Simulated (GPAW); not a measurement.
Runs of GPAW 26.7.0 on GaP. It takes space group F-43m (No. 216, cubic). The conventional cell has a = 5.451 Å, b = 5.451 Å, c = 5.451 Å, α = 90.00°, β = 90.00°, γ = 90.00°. Ga (site symmetry -43m) has 4 P at 2.36 Å as nearest neighbours. P (site symmetry -43m) has 4 Ga at 2.36 Å as nearest neighbours. 

| task | level | potentials or basis | k mesh | cutoff (eV) | smearing | maxiter | exx fractions | kernel | response ecut | response k mesh | other keys | mesh quality | gap on the mesh (eV) | pressure (GPa) |
| --- | --- | --- | --- | --- | --- | --- | --- | --- | --- | --- | --- | --- | --- | --- |
| single point | LDA | the program's PAW data sets (release 1.2.1) made for this functional, pw | 7 × 7 × 7 | 450 | fermi-dirac 0.01 eV | 150 | - | - | - | - | - | not flagged | 1.46 | (b) |
| one-shot levels on a semilocal density | TPSS | GPAW PAW data sets (gpaw-data 1.2.1), pw | 6 × 6 × 6 | 500 | fermi-dirac 0.05 eV | 80 | TPSSh 0.1, TPSS0 0.25 | - | - | - | several, not listed | not flagged | (a) | - |
| eps q | LDA | the program's PAW data sets (release 1.2.1) made for this functional, pw | 7 × 7 × 7 | 450 | fermi-dirac 0.001 eV | 150 | - | RPA | 60 eV | 13 × 13 × 13 | - | not flagged | 1.46 | - |
| single point | r2SCAN | GPAW PAW data sets (gpaw-data 1.2.1), pw | 7 × 7 × 7 | 450 | fermi-dirac 0.01 eV | 150 | - | - | - | - | - | not flagged | 1.88 | 1.5 |
| hybrid scf | r2SCAN50 | GPAW PAW data sets (gpaw-data 1.2.1), pw | 4 × 4 × 4 | 500 | fermi-dirac 0.001 eV | 40 | - | - | - | - | - | coarse | 4.46 | - |

Alike in all rows: no spin polarisation; cell as given.

Fill in the values left out.

(a) 1.69; (b) -0.7.

Caveats: some runs use coarse meshes; an odd mesh through Γ misses points on the zone boundary, where band edges often lie (some runs); the PAW data sets were made with another functional, which shifts forces and pressure a little (some runs); the cutoff is short for stress and forces, so pressures can be off by a GPa or more (some runs); energy and the plain gap are those of the semilocal run (some runs); the hybrids' values are one shot on its orbitals and mesh (some runs); exact exchange converges slowly with the k mesh, and this mesh is small (some runs).

A k mesh can miss the band edges, and the runs leave out spin-orbit coupling on Ga.

Runs at the PBE level aren't shown here.
